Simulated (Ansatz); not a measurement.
Crystal: ZnCu2SnS4.

```xyz
8
Lattice="-2.7171 2.7171 5.4248 2.7171 -2.7171 5.4248 2.7171 2.7171 -5.4248" Properties=species:S:1:pos:R:3 pbc="T T T"
Sn    0.0000    0.0000    5.4248
Zn    2.7171    0.0000    2.7124
Cu    0.0000    2.7171    2.7124
Cu    0.0000    0.0000    0.0000
S     1.3944    1.3922    4.0338
S    -1.3922    1.3944    6.8158
S     1.3227    1.3249   -1.3910
S     4.1093    1.3227    1.3910
```

```yaml
Program: Ansatz 0.2.0
Task: relaxation of cell and atoms
Functional: PBEsol
Dispersion: D3(BJ)
Potentials_or_basis: Ansatz PAW
Cutoff: "420 eV (not typed: the program's choice for these potentials)"
k_mesh: 7 × 7 × 7
Occupations: fermi-dirac, width 0.05 eV
Spin: no spin polarisation
```

At the start: volume 20.02 Å³/atom.

Problem. How do energy, volume and symmetry change on relaxing?

Solution. It ends after 7 steps and the volume is 18.83 Å³/atom (-6.0 %); space group I-4 (No. 82, to 0.05 Å).

Step by step:
```tsv
step	energy change (eV)	largest force (eV/Å)	volume (Å³)
1	0.0000	0.6596	160.20
2	-0.1761	0.3424	155.16
3	-0.2332	0.0361	149.62
4	-0.2350	0.0084	150.71
5	-0.2318	0.0087	150.71
6	-0.2318	0.0009	150.64
7	-0.2318	0.0009	150.64
```

Final structure:
```xyz
8
Lattice="-2.6597 2.6597 5.3235 2.6597 -2.6597 5.3235 2.6597 2.6597 -5.3235" Properties=species:S:1:pos:R:3 pbc="T T T"
Sn    0.0000    0.0000    5.3235
Zn    2.6597    0.0000    2.6618
Cu    0.0000    2.6597    2.6618
Cu    0.0000    0.0000    0.0000
S     1.3839    1.4317    3.9376
S    -1.4317    1.3839    6.7094
S     1.2758    1.2281   -1.3859
S     4.0914    1.2758    1.3859
```

Caveat: the plane-wave basis is chosen anew once the cell has moved, so the energies of steps on either side of that aren't comparable; the PAW data sets come from PBE, with cores solved anew for the run's functional, which leaves a small shift of forces and pressure.
